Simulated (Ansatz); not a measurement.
Space group Fm-3m (No. 225). a = 6.094 Å, b = 6.094 Å, c = 6.094 Å, α = 90.00°, β = 90.00°, γ = 90.00°
```tsv
atom	site	symmetry	x	y	z
Hg	4a	m-3m	0.0000	0.0000	0.0000
Te	4b	m-3m	0.5000	0.0000	0.0000
```

Equation of state of this HgTe structure (not necessarily the ground state), with shape and atoms relaxed at each volume where symmetry leaves them free. It has no gap at any of these volumes. Theory: Ansatz 0.2.0, DFT r2SCAN, scalar-relativistic, plane waves, PAW.

Settings: cutoff 500 eV, Γ-centred mesh 12×12×12 on the computed 2-atom cell, Gaussian smearing of 0.10 eV; no spin polarisation.

```csv
V (Å³/atom),E − E(largest V) (meV/atom),P (GPa)
26.593,3.35,3.83
27.442,-11.11,1.72
28.290,-15.35,-0.03
29.139,-11.15,-1.47
29.988,0.00,-2.66
```

Q: Fit a third-order Birch–Murnaghan equation to E(V).

A: V0 = 28.27 Å³/atom, B0 = 53 GPa, B0' = 5.4.

Spin-orbit coupling is left out, which matters for the bands of heavy elements.

This rock-salt form isn't the usual stable structure of the compound.

Cost: 5 runs of about 2.2 core-minutes in all, on Intel Xeon Processor @ 2.50GHz (Skylake/Cascade Lake) (shared hosts).